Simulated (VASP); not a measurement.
Write the native input for VASP 6.6.1 that does the following.

| Quantity | Value |
| --- | --- |
| Task | single point |
| Functional | PBE |
| Potentials or basis | VASP PAW PBE potentials, release 64 (Ga_d) |
| Cutoff | 520 eV |
| k mesh | 18 × 18 × 18 |
| Occupations | gaussian, width 0.05 eV |
| Spin | no spin polarisation |
| Dipole correction | no |
| Further INCAR settings | ALGO = Normal; EDIFF = 1e-06; NBANDS = 12 |

The structure of Ga lies in POSCAR:

```
Ga
1.0
   -1.6864227604      1.6864227604      1.6864227604
    1.6864227604     -1.6864227604      1.6864227604
    1.6864227604      1.6864227604     -1.6864227604
Ga
1
Direct
    0.0000000000      0.0000000000      0.0000000000
```

The cell was built by a generator and needn't be a form met in nature.

The input as run:

INCAR

```
SYSTEM = Ga
  PREC = Accurate
  ENCUT = 520
  EDIFF = 1E-6
  ISMEAR = 0
  SIGMA = 0.05
  LREAL = .False.
  LASPH = .True.
  NELM = 60
  ALGO = Normal
  ISIF = 2
  LWAVE = .False.
  LCHARG = .False.
  GGA = PE
  NBANDS = 12
```

KPOINTS

```
Automatic mesh
0
Gamma
  18 18 18
  0 0 0
```

Potentials or basis: VASP PAW PBE potentials, release 64 (Ga_d).

Launch:

```bash
$ cat potpaw_PBE.64/Ga_d/POTCAR > POTCAR
$ mpirun -np 1 vasp_std > vasp.out
```

It gave:

The pressure is 0.1 GPa and the band gap on the k mesh is none (metal or under the smearing width).

It took 20 s on 1 thread of AMD EPYC 9R45 96-Core Processor (Zen 5), with other jobs on the host, peak memory 0.14 GiB.
